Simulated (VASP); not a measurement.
Write the native input for VASP 6.6.1 that does the following.

| Property | Result |
| --- | --- |
| Task | single point |
| Functional | PBEsol |
| Potentials or basis | VASP PAW PBE potentials, release 64 (C_h) |
| Cutoff | 900 eV |
| k mesh | 12 × 12 × 12 |
| Occupations | gaussian, width 0.02 eV |
| Spin | no spin polarisation |
| Further INCAR settings | ALGO = Normal; EDIFF = 1e-06 |

The structure of C lies in POSCAR:

```
C
1.0
    0.0000000000      1.7774500000      1.7774500000
    1.7774500000      0.0000000000      1.7774500000
    1.7774500000      1.7774500000      0.0000000000
C
2
Direct
    0.5000000000      0.5000000000      0.5000000000
    0.7500000000      0.7500000000      0.7500000000
```

This isn't the form of C at room conditions, which is graphite.

One way to write it, as run:

INCAR

```
ALGO = Normal
EDIFF = 1E-6
ENCUT = 900
GGA = PS
ISIF = 2
ISMEAR = 0
LASPH = T
LCHARG = F
LREAL = F
LWAVE = F
NELM = 80
PREC = Accurate
SIGMA = 0.02
```

KPOINTS

```
k-points
0
Gamma
  12 12 12
```

Potentials or basis: VASP PAW PBE potentials, release 64 (C_h).

Command:

```sh
$ cat potpaw_PBE.64/C_h/POTCAR > POTCAR
$ mpirun -np 1 vasp_std > vasp.out
```

Results of the run:

```yaml
Pressure: -0.5 GPa
Band_gap_on_the_k_mesh: 4.06 eV, indirect (least direct gap 5.57 eV)
```

Caveat: the cutoff is under 1.25 times the usual one of these potentials, so pressure, stress and relaxed cells hold a basis-set (Pulay) error; the PAW data sets were made with another functional, which shifts forces and pressure a little.

Wall time 16 s on 1 thread of Intel(R) Xeon(R) Platinum 8488C (Sapphire Rapids) (shared host), peak memory 0.14 GiB.
